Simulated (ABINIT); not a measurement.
Wanted: the native input for an ABINIT 10.8.3 (patched build) run.

| Property | Result |
| --- | --- |
| Task | equation of state |
| Functional | LDA |
| Potentials or basis | JTH PAW LDA v2.0 |
| Cutoff | 707 eV |
| k mesh | 11 × 11 × 11 |
| Occupations | fermi-dirac, width 0.05 eV |
| Spin | no spin polarisation |
| Fine-grid cutoff | 1306.15 eV |

Al:

```
CELL_PARAMETERS angstrom
0.00000 2.02481 2.02481
2.02481 0.00000 2.02481
2.02481 2.02481 0.00000
ATOMIC_POSITIONS crystal
Al 0.00000 0.00000 0.00000
```

One way to write it, as run:

run.abi

```
ndtset 7
getwfk -1
scalecart1 3*0.9795861087
scalecart2 3*0.9864848297
scalecart3 3*0.9932883884
scalecart4 3*1.0000000000
scalecart5 3*1.0066227096
scalecart6 3*1.0131594038
scalecart7 3*1.0196128224

pp_dirpath "./"
pseudos "Al.LDA_PW-JTH.xml"

acell 3*1.0 Angstrom
rprim
     0.0000000000     2.0248050000     2.0248050000
     2.0248050000     0.0000000000     2.0248050000
     2.0248050000     2.0248050000     0.0000000000
ntypat 1
znucl 13
natom 1
typat 1
xred
     0.0000000000     0.0000000000     0.0000000000

ecut 26.0
pawecutdg 48.0

kptopt 1
ngkpt 11 11 11
nshiftk 1
shiftk 0.0 0.0 0.0

ixc 7

nband 6
occopt 3
tsmear 0.05 eV

nstep 100
tolvrs 1.0e-9

iomode 3
prtwf 1
prtden 0
prteig 0
prtebands 0
```

Potentials or basis: JTH PAW LDA v2.0.

Run with:

```sh
$ abinit run.abi > log 2>&1
```

It gave:

The equilibrium volume is 15.81 Å³/atom. The bulk modulus is 86 GPa. The pressure derivative of the bulk modulus is 4.7.

Caveat: pressures at fixed basis lie under the slope of the energies.

Run time: 27 s on 1 thread of Arm Neoverse V1, on a shared host, peak memory 0.1 GiB.
